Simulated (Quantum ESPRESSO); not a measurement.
# Al (Pm-3m) in Quantum ESPRESSO: notebook

Runs on Al. Level: PBE. Tasks: phonons.

Program: Quantum ESPRESSO 7.5. These are calculated values, not measurements. Logs are shortened: lines on timing, memory, paths and dates and some standing lists are left out, and cuts for length are marked.

**1. Starting point**

It takes space group Pm-3m (No. 221, cubic). The conventional cell has a = 2.722 Å, b = 2.722 Å, c = 2.722 Å, α = 90.00°, β = 90.00°, γ = 90.00°. Al (site symmetry m-3m) is surrounded by 6 Al at 2.72 Å.

The cell was built by a generator and needn't be a form met in nature.

**2. Phonons, PBE**

pw.in reads:

```
&CONTROL
  calculation = 'scf'
  prefix = 'pwscf'
  outdir = './tmp'
  pseudo_dir = './pseudo'
  tprnfor = .true.
  tstress = .true.
  disk_io = 'low'
/
&SYSTEM
  ibrav = 0
  nat = 1
  ntyp = 1
  ecutwfc = 52
  ecutrho = 312
  nbnd = 6
  occupations = 'smearing'
  smearing = 'mv'
  degauss = 0.01469973
/
&ELECTRONS
  conv_thr = 2d-10
  electron_maxstep = 120
  mixing_beta = 0.5
/
ATOMIC_SPECIES
Al    26.9815 Al.GGA_PBE-JTH.UPF
CELL_PARAMETERS angstrom
   2.7217600000    0.0000000000    0.0000000000
   0.0000000000    2.7217600000    0.0000000000
   0.0000000000    0.0000000000    2.7217600000
ATOMIC_POSITIONS crystal
Al     0.0000000000    0.0000000000    0.0000000000
K_POINTS automatic
10 10 10 0 0 0
```

scf2.in reads:

```
&CONTROL
  calculation = 'scf'
  prefix = 'pwscf'
  outdir = './tmp'
  pseudo_dir = './pseudo'
  tprnfor = .true.
  tstress = .true.
  disk_io = 'low'
/
&SYSTEM
  ibrav = 0
  nat = 1
  ntyp = 1
  ecutwfc = 52
  ecutrho = 312
  nbnd = 6
  occupations = 'smearing'
  smearing = 'mv'
  degauss = 0.01469973
/
&ELECTRONS
  conv_thr = 1d-13
  electron_maxstep = 120
  mixing_beta = 0.5
  startingpot = 'file'
  startingwfc = 'file'
/
ATOMIC_SPECIES
Al    26.9815 Al.GGA_PBE-JTH.UPF
CELL_PARAMETERS angstrom
   2.7217600000    0.0000000000    0.0000000000
   0.0000000000    2.7217600000    0.0000000000
   0.0000000000    0.0000000000    2.7217600000
ATOMIC_POSITIONS crystal
Al     0.0000000000    0.0000000000    0.0000000000
K_POINTS automatic
10 10 10 0 0 0
```

ph.in reads:

```
phonons of Al
&INPUTPH
  prefix = 'pwscf'
  outdir = './tmp'
  tr2_ph = 1d-18
  fildyn = 'dyn'
  niter_ph = 90
  alpha_mix(1) = 0.4
/
0.5000000000 0.5000000000 0.0000000000
```

Potentials or basis: JTH 2.0 PBE.

On the command line:

```bash
$ OMP_NUM_THREADS=1 pw.x -in pw.in > pw.out
$ OMP_NUM_THREADS=1 pw.x -in scf2.in > scf2.out
$ OMP_NUM_THREADS=1 ph.x -in ph.in > ph.out
```

pw.out:

```text
This program is part of the open-source Quantum ESPRESSO suite
     for quantum simulation of materials; please cite
         "P. Giannozzi et al., J. Phys.:Condens. Matter 21 395502 (2009);
         "P. Giannozzi et al., J. Phys.:Condens. Matter 29 465901 (2017);
         "P. Giannozzi et al., J. Chem. Phys. 152 154105 (2020);
     in publications or presentations arising from this work. More details at

     file Al.GGA_PBE-JTH.UPF: wavefunction(s)  3S 0S 3P 0P renormalized
     Message from routine setup:
     using ibrav=0 with symmetry is DISCOURAGED, use correct ibrav instead

     G-vector sticks info
     --------------------
     sticks:   dense  smooth     PW     G-vecs:    dense   smooth      PW
     Sum         665     437    145                12797     6931    1309

     Using Slab Decomposition

     bravais-lattice index     =            0
     lattice parameter (alat)  =       5.1434  a.u.
     unit-cell volume          =     136.0649 (a.u.)^3
     number of atoms/cell      =            1
     number of atomic types    =            1
     number of electrons       =         3.00
     number of Kohn-Sham states=            6
     kinetic-energy cutoff     =      52.0000  Ry
     charge density cutoff     =     312.0000  Ry
     scf convergence threshold =      2.0E-10
     mixing beta               =       0.5000
     number of iterations used =            8  plain     mixing
     Exchange-correlation= SLA PW PBX PBC
                           (   1   4   3   4   0   0   0)

     celldm(1)=   5.143381  celldm(2)=   0.000000  celldm(3)=   0.000000
     celldm(4)=   0.000000  celldm(5)=   0.000000  celldm(6)=   0.000000

     crystal axes: (cart. coord. in units of alat)
               a(1) = (   1.000000   0.000000   0.000000 )
               a(2) = (   0.000000   1.000000   0.000000 )
               a(3) = (   0.000000   0.000000   1.000000 )

     reciprocal axes: (cart. coord. in units 2 pi/alat)
               b(1) = (  1.000000  0.000000  0.000000 )
               b(2) = (  0.000000  1.000000  0.000000 )
               b(3) = (  0.000000  0.000000  1.000000 )

     PseudoPot. # 1 for Al read from file:
     Al.GGA_PBE-JTH.UPF
     Pseudo is Projector augmented-wave + core cor, Zval =  3.0
     Generated using ATOMPAW code
     Shape of augmentation charge: SINC**2
     Using radial grid of  982 points,  4 beta functions with:
                l(1) =   0
                l(2) =   0
                l(3) =   1
                l(4) =   1
     Q(r) pseudized with 0 coefficients

     atomic species   valence    mass     pseudopotential
     Al                3.00    26.98150     Al( 1.00)

     48 Sym. Ops., with inversion, found

   Cartesian axes

     site n.     atom                  positions (alat units)
         1        Al     tau(   1) = (   0.0000000   0.0000000   0.0000000  )

     number of k points=    56  Marzari-Vanderbilt smearing, width (Ry)=  0.0147
                       cart. coord. in units 2pi/alat
        k(    1) = (   0.0000000   0.0000000   0.0000000), wk =   0.0020000
        k(    2) = (   0.0000000   0.0000000   0.1000000), wk =   0.0120000
        k(    3) = (   0.0000000   0.0000000   0.2000000), wk =   0.0120000
        k(    4) = (   0.0000000   0.0000000   0.3000000), wk =   0.0120000
        k(    5) = (   0.0000000   0.0000000   0.4000000), wk =   0.0120000
        k(    6) = (   0.0000000   0.0000000  -0.5000000), wk =   0.0060000
[... 48 lines left out ...]
        k(   55) = (   0.4000000  -0.5000000  -0.5000000), wk =   0.0120000
        k(   56) = (  -0.5000000  -0.5000000  -0.5000000), wk =   0.0020000

     Dense  grid:    12797 G-vectors     FFT dimensions: (  30,  30,  30)

     Smooth grid:     6931 G-vectors     FFT dimensions: (  24,  24,  24)

     Initial potential from superposition of free atoms

     starting charge       2.9977, renormalised to       3.0000

     negative rho (up, down):  9.808E-04 0.000E+00
     Starting wfcs are    8 randomized atomic wfcs

     Self-consistent Calculation

     iteration #  1     ecut=    52.00 Ry     beta= 0.50
     Davidson diagonalization with overlap
     ethr =  1.00E-02,  avg # of iterations =  6.3

     Threshold (ethr) on eigenvalues was too large:
     Diagonalizing with lowered threshold

     Davidson diagonalization with overlap
     ethr =  9.26E-05,  avg # of iterations =  2.9

     negative rho (up, down):  1.001E-03 0.000E+00

     total energy              =     -39.47483483 Ry
     estimated scf accuracy    <       0.00268025 Ry

     iteration #  2     ecut=    52.00 Ry     beta= 0.50
     Davidson diagonalization with overlap
     ethr =  8.93E-05,  avg # of iterations =  1.1

     negative rho (up, down):  1.027E-03 0.000E+00

     total energy              =     -39.47525628 Ry
     estimated scf accuracy    <       0.00056130 Ry

     iteration #  3     ecut=    52.00 Ry     beta= 0.50
     Davidson diagonalization with overlap
     ethr =  1.87E-05,  avg # of iterations =  1.5

     negative rho (up, down):  9.996E-04 0.000E+00

     total energy              =     -39.47530643 Ry
     estimated scf accuracy    <       0.00000725 Ry

     iteration #  4     ecut=    52.00 Ry     beta= 0.50
     Davidson diagonalization with overlap
     ethr =  2.42E-07,  avg # of iterations =  2.6

     negative rho (up, down):  9.729E-04 0.000E+00

     total energy              =     -39.47530933 Ry
     estimated scf accuracy    <       0.00000003 Ry

     iteration #  5     ecut=    52.00 Ry     beta= 0.50
     Davidson diagonalization with overlap
     ethr =  1.11E-09,  avg # of iterations =  2.4

     negative rho (up, down):  9.556E-04 0.000E+00

     total energy              =     -39.47530938 Ry
     estimated scf accuracy    <          5.4E-09 Ry

     iteration #  6     ecut=    52.00 Ry     beta= 0.50
     Davidson diagonalization with overlap
     ethr =  1.79E-10,  avg # of iterations =  1.7

     negative rho (up, down):  9.581E-04 0.000E+00

     End of self-consistent calculation

          k = 0.0000 0.0000 0.0000 (   847 PWs)   bands (ev):

    -3.9483  13.5951  13.5951  14.7197  14.7197  14.7197

          k = 0.0000 0.0000 0.1000 (   868 PWs)   bands (ev):

    -3.7509  11.1150  13.7604  14.8857  14.8857  16.7946

          k = 0.0000 0.0000 0.2000 (   860 PWs)   bands (ev):

    -3.1614   8.2046  14.2404  15.3824  15.3824  18.5123

          k = 0.0000 0.0000 0.3000 (   856 PWs)   bands (ev):

    -2.1887   5.5073  14.9698  16.2027  16.2027  19.8492

          k = 0.0000 0.0000 0.4000 (   864 PWs)   bands (ev):

    -0.8604   3.1266  15.7593  17.3090  17.3090  21.1381

          k = 0.0000 0.0000-0.5000 (   852 PWs)   bands (ev):

     0.3975   1.5155  16.1508  18.2273  18.2274  19.7876

          k = 0.0000 0.1000 0.1000 (   867 PWs)   bands (ev):

    -3.5538  10.8422  11.8982  15.0514  15.7900  18.1701

          k = 0.0000 0.1000 0.2000 (   852 PWs)   bands (ev):
[... 31 lines left out ...]
          k = 0.0000 0.3000 0.3000 (   860 PWs)   bands (ev):

    -0.4448   6.5055   7.9433  14.6956  17.6533  19.9366

          k = 0.0000 0.3000 0.4000 (   857 PWs)   bands (ev):

     0.8736   4.7149   8.5691  12.5546  18.7256  21.0887

          k = 0.0000 0.3000-0.5000 (   866 PWs)   bands (ev):

     2.1547   3.1263   9.4823  11.2678  19.5952  22.0307

          k = 0.0000 0.4000 0.4000 (   854 PWs)   bands (ev):

     2.1836   5.4196   6.7422  10.2936  19.7771  22.4144

          k = 0.0000 0.4000-0.5000 (   864 PWs)   bands (ev):

     3.4931   4.2659   7.1991   8.9828  20.6566  23.5038

          k = 0.0000-0.5000-0.5000 (   872 PWs)   bands (ev):

     5.0578   5.0578   5.3147   7.8082  21.7725  22.3735

          k = 0.1000 0.1000 0.1000 (   871 PWs)   bands (ev):

    -3.3568  11.0131  11.0131  13.4870  18.3205  18.3205

          k = 0.1000 0.1000 0.2000 (   848 PWs)   bands (ev):

    -2.7685   8.4862  11.5182  13.6151  18.7416  20.5211

          k = 0.1000 0.1000 0.3000 (   849 PWs)   bands (ev):

    -1.7978   5.8540  12.3246  14.4327  19.1798  20.8048

          k = 0.1000 0.1000 0.4000 (   858 PWs)   bands (ev):

    -0.4715   3.4924  13.3066  15.6428  18.2505  19.0260

          k = 0.1000 0.1000-0.5000 (   862 PWs)   bands (ev):

     0.7915   1.8803  13.9011  17.0548  17.3409  17.3974

          k = 0.1000 0.2000 0.2000 (   855 PWs)   bands (ev):

    -2.1821   8.4898   9.7219  13.5073  19.4639  21.3423

          k = 0.1000 0.2000 0.3000 (   861 PWs)   bands (ev):

    -1.2143   6.3457  10.1162  14.2371  17.7786  21.3308
[... 9 lines left out ...]
          k = 0.1000 0.3000 0.3000 (   861 PWs)   bands (ev):

    -0.2515   6.6807   8.0873  14.3673  15.8984  21.6518

          k = 0.1000 0.3000 0.4000 (   856 PWs)   bands (ev):

     1.0652   4.8944   8.7182  12.6854  16.5177  20.0335

          k = 0.1000 0.3000-0.5000 (   862 PWs)   bands (ev):

     2.3471   3.3073   9.6112  11.4495  17.5188  18.6998

          k = 0.1000 0.4000 0.4000 (   859 PWs)   bands (ev):

     2.3727   5.5956   6.9144  10.4639  17.5978  20.5571

          k = 0.1000 0.4000-0.5000 (   866 PWs)   bands (ev):

     3.6810   4.4450   7.3656   9.1672  18.6399  19.6526

          k = 0.1000-0.5000-0.5000 (   856 PWs)   bands (ev):

     5.2341   5.2341   5.5002   7.9958  20.0527  20.1863

          k = 0.2000 0.2000 0.2000 (   850 PWs)   bands (ev):

    -1.5976   9.0051   9.0051  11.8056  20.4266  20.4266

          k = 0.2000 0.2000 0.3000 (   862 PWs)   bands (ev):

    -0.6331   6.8396   9.8360  12.1771  17.8694  18.9082

          k = 0.2000 0.2000 0.4000 (   867 PWs)   bands (ev):

     0.6858   4.5717  10.8744  13.3346  15.7558  16.8121

          k = 0.2000 0.2000-0.5000 (   864 PWs)   bands (ev):

     1.9610   2.9648  11.5401  14.7283  14.7905  15.0354

          k = 0.2000 0.3000 0.3000 (   869 PWs)   bands (ev):

     0.3258   7.2016   8.4098  12.2689  15.7388  18.6903

          k = 0.2000 0.3000 0.4000 (   862 PWs)   bands (ev):

     1.6371   5.4259   9.0947  12.7624  14.1635  17.1054

          k = 0.2000 0.3000-0.5000 (   864 PWs)   bands (ev):

     2.9209   3.8461   9.9100  11.9867  14.9481  15.6022

          k = 0.2000 0.4000 0.4000 (   868 PWs)   bands (ev):

     2.9365   6.1194   7.4054  10.9485  14.7966  17.5797

          k = 0.2000 0.4000-0.5000 (   854 PWs)   bands (ev):

     4.2400   4.9780   7.8430   9.7131  15.9063  16.6132

          k = 0.2000-0.5000-0.5000 (   860 PWs)   bands (ev):

     5.7588   5.7588   6.0436   8.5508  17.2063  17.5650

          k = 0.3000 0.3000 0.3000 (   868 PWs)   bands (ev):

     1.2776   8.0462   8.0462  10.9293  16.0283  16.0283

          k = 0.3000 0.3000 0.4000 (   861 PWs)   bands (ev):

     2.5787   6.2710   9.1181  11.6270  13.8528  14.8820

          k = 0.3000 0.3000-0.5000 (   876 PWs)   bands (ev):

     3.8644   4.7220   9.8323  12.7692  12.9244  13.3012

          k = 0.3000 0.4000 0.4000 (   870 PWs)   bands (ev):

     3.8627   6.9713   8.0639  11.4644  12.6662  14.9008

          k = 0.3000 0.4000-0.5000 (   874 PWs)   bands (ev):

     5.1541   5.8443   8.5143  10.5865  13.5170  13.8944

          k = 0.3000-0.5000-0.5000 (   876 PWs)   bands (ev):

     6.6130   6.6130   6.8945   9.4389  14.5233  14.5234

          k = 0.4000 0.4000 0.4000 (   877 PWs)   bands (ev):

     5.1181   8.0623   8.0623  11.0403  12.7009  12.7009

          k = 0.4000 0.4000-0.5000 (   878 PWs)   bands (ev):

     6.3827   6.9531   8.8076  11.5846  11.7357  12.1217

          k = 0.4000-0.5000-0.5000 (   876 PWs)   bands (ev):

     7.7103   7.7103   7.8940  10.5256  12.3161  12.3161

          k =-0.5000-0.5000-0.5000 (   912 PWs)   bands (ev):

     8.4664   8.4664   8.4664  11.1886  11.1886  11.1886

     the Fermi energy is     5.6161 ev

!    total energy              =     -39.47530938 Ry
     total all-electron energy =       -39.475309 Ry
     estimated scf accuracy    <          3.1E-11 Ry
     smearing contrib. (-TS)   =      -0.00003141 Ry
     internal energy E=F+TS    =     -39.47527797 Ry

     The total energy is F=E-TS. E is the sum of the following terms:
     one-electron contribution =       2.65185445 Ry
     hartree contribution      =       0.03331734 Ry
     xc contribution           =      -2.02730672 Ry
     ewald contribution        =      -4.96476489 Ry
     one-center paw contrib.   =     -35.16837814 Ry

     convergence has been achieved in   6 iterations

     negative rho (up, down):  9.581E-04 0.000E+00

     Forces acting on atoms (cartesian axes, Ry/au):

     atom    1 type  1   force =     0.00000000    0.00000000    0.00000000

     Total force =     0.000000     Total SCF correction =     0.000000

     Computing stress (Cartesian axis) and pressure

     negative rho (up, down):  9.581E-04 0.000E+00
          total   stress  (Ry/bohr**3)                   (kbar)     P=        2.94
   0.00002001   0.00000000   0.00000000            2.94        0.00        0.00
   0.00000000   0.00002001   0.00000000            0.00        2.94        0.00
   0.00000000   0.00000000   0.00002001            0.00        0.00        2.94

=------------------------------------------------------------------------------=
   JOB DONE.
=------------------------------------------------------------------------------=
```

It took 23 s on 1 thread of Arm Neoverse V2, shared host; peak memory 0.09 GiB.

Results:

```
Free energy                                 : -537.0889 eV
Pressure after relaxing                     : 0.3 GPa
Band gap on the k mesh                      : none (metal or under the smearing width)
Highest phonon frequency at the q point run : 297 cm⁻¹
Most unstable mode                          : 151i cm⁻¹
```

Phonon frequencies in cm⁻¹ (negative: imaginary):
```
              q point   frequencies
(0.500, 0.500, 0.000)  -151 297 297
```

Phonon modes at q = (0.500, 0.500, 0.000) in reciprocal lattice units:
```csv
mode,symmetry,cm⁻¹
1,A_2u,-151
2,E_u,297
3,E_u,297
```

Caveat: the mesh is thin for the phonons of a metal; some modes are imaginary.

(Continued in part 2 of 2.)
